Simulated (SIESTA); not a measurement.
# Ni in SIESTA: the effect of basis

Ni:

```
CELL_PARAMETERS angstrom
0.00000 1.73757 1.73757
1.73757 0.00000 1.73757
1.73757 1.73757 0.00000
ATOMIC_POSITIONS crystal
Ni 0.00000 0.00000 0.00000
```

Alike in all runs:

* Program: SIESTA 5.4.2
* Task: single point
* Functional: PBE
* Potentials or basis: PseudoDojo 0.4 standard (PBE files)
* Grid cutoff: 800 Ry
* Energy shift: 0.003 Ry
* k mesh: 9 × 9 × 9
* Occupations: fermi-dirac, width 0.05 eV
* Spin: collinear spin, ferromagnetic start
* Starting moments: [1.0] μB

| basis | pressure (GPa) | moment (μB) |
| --- | --- | --- |
| SZ | 42.6 | 0.48 |
| SZP | ? | ? |
| DZ | -4.4 | 0.53 |
| DZP | 7.6 | 0.51 |
| DZDP | 7.1 | 0.51 |
| TZP | 6.5 | 0.51 |
| TZDP | 7.5 | 0.51 |

Task: What does the run with basis SZP give?

Result: Pressure 17.0 GPa; moment 0.57 μB.

Caveats: short orbitals over semicore shells can move pressures by several GPa; the basis of atomic orbitals isn't converged, which shifts pressures, moduli and gaps; the basis has no polarisation orbitals (some runs); a pressure of tens of GPa on the cell as given is suspect, and the run, the potentials or the cell itself is likely at fault (some runs).
